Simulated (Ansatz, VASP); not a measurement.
# One calculation of WC, 3 ways

The starting cell:

```
CELL_PARAMETERS angstrom
2.90650 0.00000 0.00000
-1.45325 2.51710 0.00000
0.00000 0.00000 2.83660
ATOMIC_POSITIONS crystal
W 0.00000 0.00000 0.00000
C 0.66667 0.33333 0.50000
```

Alike in all runs: task relaxation of cell and atoms; functional PBE; dispersion D4; k mesh 10 × 10 × 9; occupations fermi-dirac, width 0.05 eV; no spin polarisation; no spin-orbit coupling.

```csv
program and potentials,plane-wave cutoff (eV),notes,equilibrium volume (Å³/atom)
"Ansatz, Ansatz PAW",420,-,10.34
"Ansatz, all-electron LAPW, scalar-relativistic",-,-,10.34
"VASP, PBE PAW files C, W_sv, 600 eV",600,-,10.37
```

The equilibrium volume spans 10.34 (Ansatz, Ansatz PAW) to 10.37 Å³/atom (VASP, PBE PAW files C, W_sv, 600 eV), with all-electron results at 10.34. Relaxations stop with a little pressure left, so the last digit of a volume isn't settled.

Differences between rows come from potentials, basis sets and numerical settings, since the functional is the same but for its coding. Runs on potential files found faulty are left out.
